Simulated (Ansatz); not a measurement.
Runs of Ansatz 0.2.0 on TiO. Symmetry: P-6m2, No. 187, hexagonal system. The conventional cell has a = 3.031 Å, b = 3.031 Å, c = 3.238 Å, α = 90.00°, β = 90.00°, γ = 120.00°. Ti (site symmetry -6m2) has 6 O at 2.38 Å as nearest neighbours. Around O (site symmetry -6m2) lie 6 Ti at 2.38 Å. 

```csv
level,U,hubbard projectors,double counting,gap on the mesh (eV),pressure (GPa)
PBEsol,-,-,-,none,-40.4
PBEsol+U,Ti d U = 2 eV,ortho-atomic (the default),fll (the default),none,-38.6
PBEsol+U,Ti d U = 1 eV,ortho-atomic (the default),fll (the default),none,-39.5
PBEsol+U,Ti d U = 3 eV,ortho-atomic (the default),fll (the default),0.16,-37.5
PBEsol+U,Ti d U = 6 eV,ortho-atomic (the default),fll (the default),0.20,(a)
```

Alike in all rows: task projected density of states; potentials or basis Ansatz PAW; no spin polarisation; cell as given; k mesh 10 × 10 × 8; cutoff (eV) 420; smearing fermi-dirac 0.05 eV.

Problem. Fill in the values left out.

Solution. (a) -22.2.

Caveats: the PAW data sets come from PBE, with cores solved anew for the run's functional, which leaves a small shift of forces and pressure; a pressure of tens of GPa on the cell as given is suspect, and the run, the potentials or the cell itself is likely at fault (some runs); U without spin polarisation on a metal has little footing (some runs); semilocal functionals often make such compounds metallic where correlation or magnetic order opens a gap, which also shifts bond lengths (some runs).

A k mesh can miss the band edges.

A gap of «none» marks a metal or a gap under the smearing width.
